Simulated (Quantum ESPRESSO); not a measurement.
KCl (Sylvite): dielectric tensor and Born charges under several settings

```xyz
2
Lattice="0.0000 3.1465 3.1465 3.1465 0.0000 3.1465 3.1465 3.1465 0.0000" Properties=species:S:1:pos:R:3 pbc="T T T"
K     0.0000    0.0000    0.0000
Cl    3.1465    3.1465    3.1465
```

All runs used Quantum ESPRESSO 7.5; potentials GBRV 1.5 LDA; given cell; no spin polarisation; cutoff 612 eV; occupations smeared at first, fixed for the response.

```csv
level,k mesh (s: shifted),ε∞ (diagonal),Born charge of atom 1 (e),sum of the Born charges (e)
LDA,2 × 2 × 2s,2.35,1.15,0.07
LDA,4 × 4 × 4s,2.40,1.12,-0.01
LDA,6 × 6 × 6s,2.40,1.12,-0.01
LDA,8 × 8 × 8s,2.40,1.12,-0.01
LDA,10 × 10 × 10s,?,?,?
```

Task: What stands in the row left open?

Result: ε∞ 2.40; Born charge of atom 1 1.12 e; sum of the Born charges -0.01 e.

Caveats: some runs use coarse meshes.
